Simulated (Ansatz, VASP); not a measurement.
# Two plane-wave programs on Si

```xyz
2
Lattice="0.0000 2.6344 2.6344 2.6344 0.0000 2.6344 2.6344 2.6344 0.0000" Properties=species:S:1:pos:R:3 pbc="T T T"
Si    2.6344    2.6344    2.6344
Si    3.9515    3.9515    3.9515
```

Alike in both runs: task single point; functional LDA; k mesh 12 × 12 × 12; occupations gaussian, width 0.05 eV; no spin polarisation.

|  | VASP | Ansatz |
| --- | --- | --- |
| version | VASP 6.6.1 | Ansatz 0.2.0 |
| potentials or method | VASP PAW LDA potentials, release 64 (Si) | scalar-relativistic, plane waves, PAW |
| plane-wave cutoff (eV) | 520 | 420 |
| valence electrons in the cell | 8 | 8 |

Ansatz gave:

| Property | Result |
| --- | --- |
| gap on the k mesh at the Fermi level (eV) | 0.31 |
| least direct gap on the mesh (eV) | 2.56 |
| pressure (GPa) | 8.5 |

Task: What did VASP give for the same quantities?

Result: gap on the k mesh at the Fermi level (eV): 0.30; least direct gap on the mesh (eV): 2.56; pressure (GPa): 8.5.

Ansatz warned: «pseudo_functional_mismatch».
